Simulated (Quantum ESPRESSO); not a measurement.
GaP:

```
Ga P
1.0
     0.00000    2.72525    2.72525
     2.72525    0.00000    2.72525
     2.72525    2.72525    0.00000
Ga P
1 1
Direct
  0.00000 0.00000 0.00000
  0.75000 0.75000 0.75000
```

```yaml
Program: Quantum ESPRESSO 7.5
Task: phonons
Functional: revPBE
Potentials_or_basis: JTH 2.0 PBE
Cutoff: 490 eV
Density_cutoff: 2939 eV
k_mesh: 6 × 6 × 6, shifted
Occupations: fermi-dirac, width 0.05 eV
Spin: no spin polarisation
Mixing_beta: 0.5
Most_SCF_iterations: 120
SCF_threshold: 4e-10 Ry
```

The first run showed a gap, so the response started from a second, tighter run with fixed occupations.

**Question.** Where do the zone-centre optical modes lie?

**Answer.** T2 at 359 cm⁻¹ (IR and Raman). Polar modes are given without the macroscopic field (transverse values).

Optical modes at Γ, degenerate ones joined, polar ones without the macroscopic field:
| cm⁻¹ | components | symmetry | active in | IR intensity, summed ((D/Å)²/amu) |
| --- | --- | --- | --- | --- |
| 359 | 3 | T2 | IR and Raman | 15.39 |

Zone-centre frequencies without and with the macroscopic field along z (cm⁻¹):
|  | optical modes in rising order |
| --- | --- |
| without | 359 359 359 |
| with the field | 359 359 394 |

Born effective charge tensors (e):
atom 1, Ga
```
2.19 0.00 0.00
0.00 2.19 0.00
0.00 0.00 2.19
```
atom 2, P
```
-2.18  0.00  0.00
 0.00 -2.18  0.00
 0.00  0.00 -2.18
```

Caveat: the cell is more than 3 GPa from zero pressure, which shifts response properties.
